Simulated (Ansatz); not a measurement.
# CuZn: changing the pressure

The cell as given:

The structure is cubic, space group Pm-3m (No. 221). The conventional cell has a = 2.945 Å, b = 2.945 Å, c = 2.945 Å, α = 90.00°, β = 90.00°, γ = 90.00°. Zn (site symmetry m-3m) is surrounded by 8 Cu at 2.55 Å. Cu (site symmetry m-3m) is surrounded by 8 Zn at 2.55 Å.

Kept alike: task relaxation of cell and atoms; functional PBE; k mesh 9 × 9 × 9; occupations fermi-dirac, width 0.05 eV; no spin polarisation. Program: Ansatz, Ansatz PAW, cutoff 420 eV. The mesh is that of the run's cell of 2 atoms. No spin-orbit coupling.

```csv
"pressure, P (GPa)",volume (Å³/atom)
0,13.043
2,12.828
5,12.533
10,?
20,11.481
30,10.986
```

The relaxations keep at least the cell's symmetry (Pm-3m). For a metal such a mesh leaves the last digits unconverged. The runs follow the start's structure, whether or not it is the stable one at these pressures. Ansatz's relaxations hold a Pulay term in the stress (up to 0.2 GPa here). P is the pressure aimed at, which the runs meet within some hundredths to tenths of a GPa.

Fit the rows shown and predict the run at 10 GPa.

Murnaghan's form V = V0 (1 + B′P/B0)^(-1/B′) through the rows shown has V0 = 13.0426, B0 = 115.2 GPa and B′ = 4.58 (largest miss 0.0034); at P = 10 it gives 12.123 Å³/atom. The run gave: volume 12.123 Å³/atom.
